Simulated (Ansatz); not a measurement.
Input, command and steps of an Ansatz relaxation.

```yaml
crystal:
  lattice:
    - [3.415172715, 0.0, 0.0]
    - [-1.7075863575, 2.9576263295, 0.0]
    - [0.0, 0.0, 19.5193825625]
  atoms:
    - { symbol: Na, position: [0.0, 0.0, 0.0] }
    - { symbol: H, position: [0.6666666667, 0.3333333333, 0.0714285714] }
    - { symbol: Na, position: [0.3333333333, 0.6666666667, 0.1428571429] }
    - { symbol: H, position: [0.6666666667, 0.3333333333, 0.2142857143] }
    - { symbol: Na, position: [0.0, 0.0, 0.2857142857] }
    - { symbol: H, position: [0.3333333333, 0.6666666667, 0.3571428571] }
    - { symbol: Na, position: [0.6666666667, 0.3333333333, 0.4285714286] }
    - { symbol: H, position: [0.0, 0.0, 0.5] }
    - { symbol: Na, position: [0.3333333333, 0.6666666667, 0.5714285714] }
    - { symbol: H, position: [0.6666666667, 0.3333333333, 0.6428571429] }
    - { symbol: Na, position: [0.0, 0.0, 0.7142857143] }
    - { symbol: H, position: [0.6666666667, 0.3333333333, 0.7857142857] }
    - { symbol: Na, position: [0.3333333333, 0.6666666667, 0.8571428571] }
    - { symbol: H, position: [0.6666666667, 0.3333333333, 0.9285714286] }
basis:
  ecutwfc: 420
kpoints:
  mp_grid: { grid: [9, 9, 2] }
hamiltonian:
  xc: pbe
scf:
  occupations: { method: gaussian, width: 0.02 }
output:
  forces: true
  stress: true
  eigenvalues: true
  populations: true
relax:
  adjacent_minimum: "off"
  f_tol: 0.01
  max_steps: 45
  cell: { stress_tol: 0.05 }
```

```bash
ansatz run input.yaml --threads 1 --pin off --max-ram 2560MiB --backend cpu --events-out ev --progress --plain --runs-dir out
```

Computed with DFT PBE, scalar-relativistic, plane waves, PAW in Ansatz 0.2.0.

Of 5 frames 5 are shown, positions in Å and forces in eV/Å; the SCF threshold varies from step to step. Steps run on the plane waves of an earlier cell, with a Pulay correction in the pressure. The basis is chosen afresh for the last frame, the zero of the energies, and can be on the way; energy and pressure step there, also at an unchanged geometry.

```xyz
14
Lattice="3.4152 0.0000 0.0000 -1.7076 2.9576 0.0000 0.0000 0.0000 19.5194" Properties=species:S:1:pos:R:3:forces:R:3 pbc="T T T" step=1 free_energy_over_end_meV_per_atom=6.51 pressure_GPa=0.32
Na    0.0000    0.0000    0.0000    0.0000    0.0000    0.0010
H     1.7076    0.9859    1.3942    0.0000    0.0000    0.0040
Na    0.0000    1.9718    2.7885    0.0000    0.0000    0.0580
H     1.7076    0.9859    4.1827    0.0000    0.0000    0.1540
Na    0.0000    0.0000    5.5770    0.0000    0.0000    0.0540
H     0.0000    1.9718    6.9712    0.0000    0.0000   -0.0020
Na    1.7076    0.9859    8.3654    0.0000    0.0000    0.0000
H     0.0000    0.0000    9.7597    0.0000    0.0000    0.0020
Na    0.0000    1.9718   11.1539    0.0000    0.0000   -0.0540
H     1.7076    0.9859   12.5482    0.0000    0.0000   -0.1540
Na    0.0000    0.0000   13.9424    0.0000    0.0000   -0.0580
H     1.7076    0.9859   15.3367    0.0000    0.0000   -0.0040
Na    0.0000    1.9718   16.7309    0.0000    0.0000   -0.0010
H     1.7076    0.9859   18.1251    0.0000    0.0000    0.0000
14
Lattice="3.3517 0.0000 0.0000 -1.6758 2.9026 0.0000 0.0000 0.0000 20.4513" Properties=species:S:1:pos:R:3:forces:R:3 pbc="T T T" step=2 free_energy_over_end_meV_per_atom=1.04 pressure_GPa=-0.01
Na    0.0000    0.0000    0.0137    0.0000    0.0000    0.0480
H     1.6758    0.9675    1.5026    0.0000    0.0000    0.0420
Na    0.0000    1.9351    3.0158    0.0000    0.0000   -0.0210
H     1.6758    0.9675    4.5217    0.0000    0.0000   -0.0450
Na    0.0000    0.0000    5.9302    0.0000    0.0000   -0.0190
H     0.0000    1.9351    7.3301    0.0000    0.0000    0.0510
Na    1.6758    0.9675    8.7648    0.0000    0.0000    0.0000
H     0.0000    0.0000   10.1996    0.0000    0.0000   -0.0510
Na    0.0000    1.9351   11.5994    0.0000    0.0000    0.0190
H     1.6758    0.9675   13.0080    0.0000    0.0000    0.0450
Na    0.0000    0.0000   14.5139    0.0000    0.0000    0.0210
H     1.6758    0.9675   16.0271    0.0000    0.0000   -0.0420
Na    0.0000    1.9351   17.5160    0.0000    0.0000   -0.0480
H     1.6758    0.9675   18.9905    0.0000    0.0000    0.0000
14
Lattice="3.3758 0.0000 0.0000 -1.6879 2.9235 0.0000 0.0000 0.0000 20.1749" Properties=species:S:1:pos:R:3:forces:R:3 pbc="T T T" step=3 free_energy_over_end_meV_per_atom=0.12 pressure_GPa=0.01
Na    0.0000    0.0000    0.0448    0.0000    0.0000   -0.0350
H     1.6879    0.9745    1.5160    0.0000    0.0000    0.0010
Na    0.0000    1.9490    2.9899    0.0000    0.0000   -0.0040
H     1.6879    0.9745    4.4623    0.0000    0.0000    0.0040
Na    0.0000    0.0000    5.8601    0.0000    0.0000   -0.0080
H     0.0000    1.9490    7.2545    0.0000    0.0000   -0.0050
Na    1.6879    0.9745    8.6464    0.0000    0.0000    0.0000
H     0.0000    0.0000   10.0382    0.0000    0.0000    0.0050
Na    0.0000    1.9490   11.4327    0.0000    0.0000    0.0080
H     1.6879    0.9745   12.8305    0.0000    0.0000   -0.0040
Na    0.0000    0.0000   14.3029    0.0000    0.0000    0.0040
H     1.6879    0.9745   15.7768    0.0000    0.0000   -0.0010
Na    0.0000    1.9490   17.2480    0.0000    0.0000    0.0350
H     1.6879    0.9745   18.7338    0.0000    0.0000    0.0000
14
Lattice="3.3748 0.0000 0.0000 -1.6874 2.9227 0.0000 0.0000 0.0000 20.1867" Properties=species:S:1:pos:R:3:forces:R:3 pbc="T T T" step=4 free_energy_over_end_meV_per_atom=0.09 pressure_GPa=0.00
Na    0.0000    0.0000    0.0326    0.0000    0.0000    0.0010
H     1.6874    0.9742    1.5086    0.0000    0.0000   -0.0040
Na    0.0000    1.9485    2.9816    0.0000    0.0000    0.0030
H     1.6874    0.9742    4.4582    0.0000    0.0000   -0.0040
Na    0.0000    0.0000    5.8554    0.0000    0.0000    0.0020
H     0.0000    1.9485    7.2537    0.0000    0.0000   -0.0020
Na    1.6874    0.9742    8.6515    0.0000    0.0000    0.0000
H     0.0000    0.0000   10.0493    0.0000    0.0000    0.0020
Na    0.0000    1.9485   11.4475    0.0000    0.0000   -0.0020
H     1.6874    0.9742   12.8448    0.0000    0.0000    0.0040
Na    0.0000    0.0000   14.3213    0.0000    0.0000   -0.0030
H     1.6874    0.9742   15.7943    0.0000    0.0000    0.0040
Na    0.0000    1.9485   17.2704    0.0000    0.0000   -0.0010
H     1.6874    0.9742   18.7448    0.0000    0.0000    0.0000
14
Lattice="3.3748 0.0000 0.0000 -1.6874 2.9227 0.0000 0.0000 0.0000 20.1867" Properties=species:S:1:pos:R:3:forces:R:3 pbc="T T T" step=5 free_energy_over_end_meV_per_atom=0.00 pressure_GPa=0.01
Na    0.0000    0.0000    0.0326    0.0000    0.0000    0.0010
H     1.6874    0.9742    1.5086    0.0000    0.0000   -0.0040
Na    0.0000    1.9485    2.9816    0.0000    0.0000    0.0030
H     1.6874    0.9742    4.4582    0.0000    0.0000   -0.0040
Na    0.0000    0.0000    5.8554    0.0000    0.0000    0.0020
H     0.0000    1.9485    7.2537    0.0000    0.0000   -0.0020
Na    1.6874    0.9742    8.6515    0.0000    0.0000    0.0000
H     0.0000    0.0000   10.0493    0.0000    0.0000    0.0020
Na    0.0000    1.9485   11.4475    0.0000    0.0000   -0.0020
H     1.6874    0.9742   12.8448    0.0000    0.0000    0.0040
Na    0.0000    0.0000   14.3213    0.0000    0.0000   -0.0030
H     1.6874    0.9742   15.7943    0.0000    0.0000    0.0040
Na    0.0000    1.9485   17.2704    0.0000    0.0000   -0.0010
H     1.6874    0.9742   18.7448    0.0000    0.0000    0.0000
```

The run took 51 s on 1 thread of Arm Neoverse V1 (shared host), peak memory 0.49 GiB.